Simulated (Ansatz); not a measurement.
Molecular dynamics on a 2×2×2 supercell (16 atoms) of InSb (rocksalt), relaxed with r2SCAN. Forces come from r2SCAN in the plane-wave code Ansatz: a Nosé-Hoover thermostat at fixed volume, 800 K, steps of 3 fs. Computed, non-magnetic; the trajectory is short and the cell small, so nothing here is a converged average. The structure comes from a prototype and may be hypothetical.

```yaml
crystal:
  lattice:
    - [0.0, 6.0844212426, 6.0844212426]
    - [6.0844212426, 0.0, 6.0844212426]
    - [6.0844212426, 6.0844212426, 0.0]
  atoms:
    - { symbol: In, position: [0.0, 0.0, 0.0] }
    - { symbol: Sb, position: [0.25, 0.25, 0.25] }
    - { symbol: In, position: [0.0, 0.0, 0.5] }
    - { symbol: Sb, position: [0.25, 0.25, 0.75] }
    - { symbol: In, position: [0.0, 0.5, 0.0] }
    - { symbol: Sb, position: [0.25, 0.75, 0.25] }
    - { symbol: In, position: [0.0, 0.5, 0.5] }
    - { symbol: Sb, position: [0.25, 0.75, 0.75] }
    - { symbol: In, position: [0.5, 0.0, 0.0] }
    - { symbol: Sb, position: [0.75, 0.25, 0.25] }
    - { symbol: In, position: [0.5, 0.0, 0.5] }
    - { symbol: Sb, position: [0.75, 0.25, 0.75] }
    - { symbol: In, position: [0.5, 0.5, 0.0] }
    - { symbol: Sb, position: [0.75, 0.75, 0.25] }
    - { symbol: In, position: [0.5, 0.5, 0.5] }
    - { symbol: Sb, position: [0.75, 0.75, 0.75] }
kpoints:
  mp_grid: { grid: [2, 2, 2] }
hamiltonian:
  xc: r2scan
scf:
  occupations: { method: fermi_dirac, width: 0.069 }
md:
  ensemble: nvt_nose_hoover
  temperature: 800
  timestep: 3.0
  n_steps: 40
  initial_velocities: maxwell_boltzmann
  seed: 6673
```

Command: `ansatz run input.yaml --threads 4 --pin off --max-ram 3686MiB --backend cpu --events-out ev --progress --plain --runs-dir out`. It ended after 7.6 min on 4 threads of Arm Neoverse V2, on a shared host, load about 0.4 per core; peak host memory 2.9 GiB.

```
step  t (fs)  T (K)  free energy F from step 0 (meV/atom)  kinetic energy (meV/atom)  largest force (eV/Å)
   0       0    800                                   0.0                       96.9                  0.00
   1       3    801                                  -0.1                       97.1                  0.13
   2       6    804                                  -0.5                       97.4                  0.24
   3       9    808                                  -1.0                       97.9                  0.31
   4      12    812                                  -1.5                       98.4                  0.35
   5      15    814                                  -1.8                       98.7                  0.38
   6      18    814                                  -1.8                       98.7                  0.41
   7      21    811                                  -1.4                       98.3                  0.44
   8      24    804                                  -0.6                       97.4                  0.48
   9      27    792                                   0.8                       96.0                  0.58
  10      30    776                                   2.8                       94.0                  0.68
  11      33    756                                   5.2                       91.6                  0.79
  12      36    731                                   8.2                       88.6                  0.89
  13      39    704                                  11.5                       85.3                  1.00
  14      42    674                                  15.2                       81.6                  1.10
  15      45    642                                  19.1                       77.8                  1.20
  16      48    609                                  23.2                       73.8                  1.28
  17      51    577                                  27.2                       69.9                  1.36
  18      54    547                                  31.0                       66.3                  1.43
  19      57    519                                  34.5                       62.9                  1.48
  20      60    496                                  37.5                       60.1                  1.52
  21      63    478                                  40.0                       57.9                  1.56
  22      66    465                                  41.8                       56.4                  1.59
  23      69    460                                  42.8                       55.7                  1.60
  24      72    461                                  43.0                       55.8                  1.59
  25      75    469                                  42.5                       56.8                  1.57
  26      78    484                                  41.2                       58.6                  1.52
  27      81    504                                  39.2                       61.1                  1.46
  28      84    530                                  36.8                       64.3                  1.42
  29      87    560                                  33.9                       67.9                  1.36
  30      90    593                                  30.8                       71.8                  1.30
  31      93    626                                  27.6                       75.9                  1.23
  32      96    660                                  24.6                       80.0                  1.16
  33      99    692                                  21.9                       83.8                  1.09
  34     102    721                                  19.7                       87.3                  1.10
  35     105    745                                  18.1                       90.3                  1.14
  36     108    764                                  17.2                       92.6                  1.19
  37     111    777                                  17.1                       94.2                  1.25
  38     114    784                                  17.8                       95.0                  1.33
  39     117    785                                  19.3                       95.1                  1.42
```

The temperature starts at 800 K, is lowest at step 23 (460 K, 69 fs) and ends at 785 K. The atoms start on their lattice sites with kinetic energy alone, so much of it first passes into potential energy. By the last step the atoms have moved 0.33 Å in the root mean square, the drift of the whole cell taken out, 0.55 Å at most. The job's limit cut the run after 39 of 40 steps.

Positions (Å) and forces (eV/Å) at step 39:
```
In   0.035   0.179  -0.070     0.198  -0.146   0.347
Sb   3.262   3.467   2.773    -0.053  -0.753   1.209
In   2.966   3.027   0.158    -0.237  -0.161  -0.802
Sb   6.445   6.083   3.246    -0.353   0.225  -0.314
In   3.228  -0.033   2.956     0.112  -0.109   0.711
Sb   5.816   3.245   5.890    -0.166  -0.352   0.212
In   6.129   3.126   2.788     0.072   0.050   0.388
Sb   8.862   5.866   5.718     0.406   0.077   0.080
In  -0.204   3.119   3.080     0.140  -0.305  -0.409
Sb   3.172   6.288   6.391    -0.872  -0.288  -1.066
In   2.975   6.105   3.057     0.165   0.396   0.212
Sb   6.191   8.896   5.991     0.377   0.629   0.008
In   2.998   2.688   6.168     0.062   0.346  -0.030
Sb   6.115   6.046   9.144    -0.035   0.148   0.196
In   6.021   6.098   6.227     0.002  -0.230  -0.198
Sb   8.991   8.811   9.499     0.182   0.471  -0.544
```
